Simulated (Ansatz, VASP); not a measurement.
## One calculation of Fe, two programs

```
CELL_PARAMETERS angstrom
-1.41559 1.41559 1.41559
1.41559 -1.41559 1.41559
1.41559 1.41559 -1.41559
ATOMIC_POSITIONS crystal
Fe 0.00000 0.00000 0.00000
```

Alike in both runs: task single point; functional PBE; k mesh 22 × 22 × 22; occupations gaussian, width 0.05 eV; collinear spin.

|  | VASP | Ansatz |
| --- | --- | --- |
| version | VASP 6.6.1 | Ansatz 0.2.0 |
| potentials or method | VASP PAW PBE potentials, release 64 (Fe) | scalar-relativistic, plane waves, PAW |
| plane-wave cutoff (eV) | 520 | 420 |
| valence electrons in the cell | 8 | 16 |

Ansatz gave:

```
gap on the k mesh at the Fermi level (eV)                     : none
pressure (GPa)                                                : -0.1
net moment per atom (μB)                                      : 2.16
size of the moment on the site where the two differ most (μB) : 2.20
```

**Question.** Estimate VASP's values.

**Answer.** gap on the k mesh at the Fermi level (eV): none; pressure (GPa): -0.6; net moment per atom (μB): 2.18; size of the moment on the site where the two differ most (μB): 2.17.

Site moments also hang on the region over which each program counts them. A gap of «none» marks a metal or a gap that the smearing closes. With one functional, cell and mesh, what is left measures potentials, basis and numerics. The two sets of potentials don't hold the same shells in valence.
